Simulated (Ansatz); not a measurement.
CsI:
```
CsI
1.0
    4.50705     0.00000     0.00000
    0.00000     4.50705     0.00000
    0.00000     0.00000     4.50705
Cs I
1 1
Direct
  0.00000   0.00000   0.00000
  0.50000   0.50000   0.50000
```

Relaxed with PBEsol. Independent-particle spectrum: no excitons, no local fields, no scissors shift; 0.1 eV broadening; ε₁ of the summed bands alone.

Tabulate the dielectric function from DFT-PBEsol in the program Ansatz with PAW potentials.



```
E (eV)  ε₁ xx  ε₂ xx
------  -----  -----
0.0      3.85   0.00
0.4      3.87   0.00
0.8      3.90   0.00
1.2      3.95   0.00
1.6      4.02   0.00
2.0      4.13   0.00
2.4      4.28   0.00
2.8      4.48   0.00
3.2      4.77   0.00
3.6      5.22   0.00
4.0      6.16   0.23
4.4      6.63   1.26
4.8      7.43   1.87
5.2      8.19   4.38
5.6      5.09   7.73
6.0      2.86   7.24
6.4      1.86   5.67
6.8      1.06   3.46
7.2      1.71   5.93
7.6     -1.91   5.61
8.0     -1.50   2.67
8.4     -0.63   1.84
8.8     -0.02   1.33
9.2      0.58   1.15
9.6      1.02   1.31
10.0     1.19   1.31
10.4     1.62   1.45
10.8     1.61   1.74
11.2     1.86   2.36
11.6     1.61   2.71
12.0     0.62   3.37
```

From ε at 5.4 eV (xx: 7.88 + 6.55i), find n, k, the normal reflectivity and the absorption coefficient.

n = 3.01, k = 1.088, R = 30 %, α = 2kE/ħc = 600000 cm⁻¹.

With all bands, ε∞ without local fields is 3.92. DFPT, with local fields, gives 3.50.

Space group Pm-3m (CsCl type). The cell was relaxed with PBEsol under the symmetry of its start; phonons on a q-mesh show no instability. Scalar-relativistic: spin–orbit coupling is off unless named, which matters more the heavier the elements.

Potentials: the later of the program's two PAW sets.
